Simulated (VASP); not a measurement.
Wanted: the native input for a VASP 6.6.1 run.

```
Task                   : relaxation of cell and atoms
Functional             : LDA
Potentials or basis    : VASP PAW LDA potentials, release 64 (Ti_sv, O)
Cutoff                 : 600 eV
k mesh                 : 8 × 8 × 10
Occupations            : gaussian, width 0.02 eV
Spin                   : no spin polarisation
Further INCAR settings : ALGO = Fast; EDIFF = 1e-06; IBRION = 2; EDIFFG = -0.005; NSW = 60; ISIF = 3
```

The structure of TiO2 lies in POSCAR:

```
TiO2
1.0
   -1.8900000000      1.8900000000      4.7800000000
    1.8900000000     -1.8900000000      4.7800000000
    1.8900000000      1.8900000000     -4.7800000000
Ti O
2 4
Direct
    0.0000000000      0.0000000000      0.0000000000
    0.7500000000      0.2500000000      0.5000000000
    0.2080000000      0.2080000000      0.0000000000
    0.9580000000      0.4580000000      0.5000000000
    0.5420000000      0.0420000000      0.5000000000
    0.7920000000      0.7920000000      0.0000000000
```

The cell was built by a generator and needn't be a form met in nature.

The input as run:

INCAR

```
SYSTEM = TiO2
PREC = Accurate
ENCUT = 600
EDIFF = 1E-6
ISMEAR = 0
SIGMA = 0.02
LREAL = .False.
LASPH = .True.
NELM = 120
ALGO = Fast
ISIF = 3
LWAVE = .False.
LCHARG = .False.
GGA = CA
IBRION = 2
NSW = 60
EDIFFG = -0.005
```

KPOINTS

```
Automatic mesh
0
Gamma
  8 8 10
  0 0 0
```

Potentials or basis: VASP PAW LDA potentials, release 64 (Ti_sv, O).

Launch:

```bash
$ cat potpaw_LDA.64/Ti_sv/POTCAR potpaw_LDA.64/O/POTCAR > POTCAR
$ mpirun -np 1 vasp_std > vasp.out
```

It gave:

```json
{
 "Relaxed volume": "11.06 Å³/atom",
 "Relaxed cell": "a = 5.420 Å, b = 5.420 Å, c = 5.420 Å, α = 139.57°, β = 139.57°, γ = 58.51°",
 "Space group after relaxing (to 0.05 Å)": "I4_1/amd (No. 141)",
 "Energy gained by relaxing": "6.5 meV/atom",
 "Ionic steps": "15",
 "Pressure after relaxing": "0.0 GPa",
 "Band gap on the k mesh": "2.06 eV, indirect (least direct gap 2.48 eV)"
}
```

Wall time 2.8 h on 1 thread of Intel(R) Xeon(R) Platinum 8488C (Sapphire Rapids), on a shared host, peak memory 0.48 GiB.
